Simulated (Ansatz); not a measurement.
**AlAs: a single-point run**

Aim: a sound single-point run of AlAs. The structure is shown as the input types it.

Program: Ansatz 0.2.0. Level of theory: density functional or hybrid calculation with the settings of its input, plane waves (as first typed). These are calculated values, not measurements.

7 further runs of the same task are left out: 4 for a known fault of the program, 3 that didn't finish.

**1. The system as given**

The structure is cubic, space group F-43m (No. 216). Conventional cell: a = 5.678 Å, b = 5.678 Å, c = 5.678 Å, α = 90.00°, β = 90.00°, γ = 90.00°. Al (site symmetry -43m) has 4 As at 2.46 Å as nearest neighbours. As (site symmetry -43m) has 4 Al at 2.46 Å as nearest neighbours.

As a file:

```cif
data_structure
_symmetry_space_group_name_H-M 'F-43m'
_symmetry_Int_Tables_number 216
_cell_length_a 5.6779
_cell_length_b 5.6779
_cell_length_c 5.6779
_cell_angle_alpha 90.000
_cell_angle_beta 90.000
_cell_angle_gamma 90.000
_cell_volume 183.04
loop_
_atom_site_label
_atom_site_type_symbol
_atom_site_symmetry_multiplicity
_atom_site_Wyckoff_symbol
_atom_site_fract_x
_atom_site_fract_y
_atom_site_fract_z
_atom_site_occupancy
Al1 Al 4 a 0.00000 0.00000 0.00000 1
As1 As 4 d 0.25000 0.25000 0.75000 1
```

**2. The run**

File input.yaml:

```yaml
crystal:
  lattice:
    - [0.0, 2.838925176, 2.838925176]
    - [2.838925176, 0.0, 2.838925176]
    - [2.838925176, 2.838925176, 0.0]
  atoms:
    - { symbol: Al, position: [0.0, 0.0, 0.0] }
    - { symbol: As, position: [0.25, 0.25, 0.25] }
kpoints:
  mp_grid: { grid: [6, 6, 6] }
hamiltonian:
  xc: pw91
scf:
  occupations: { method: fixed }
  n_extra_bands: 4
output:
  forces: true
  stress: true
  eigenvalues: true
```

Started as:

```bash
$ ansatz run input.yaml --threads 4 --pin off --max-ram 3686MiB --backend cpu --events-out ev --progress --plain --runs-dir out
```

**Question.** How will this run end, and is anything wrong with its input?

The run ended at the input check. Its message: «line 12 column 7: hamiltonian.xc: unknown variant `pw91`, expected one of `lda`, `lda-pw`, `pw92`, `pbe`, `pbesol`, `rpbe`, `revpbe`, `blyp`, ...»

In the input, hamiltonian.xc is pw91. No functional of that name is defined in this program.

The cure: set hamiltonian.xc to r2scan. Any name on the list would pass the check; a listed functional of a like name need not be the same functional.
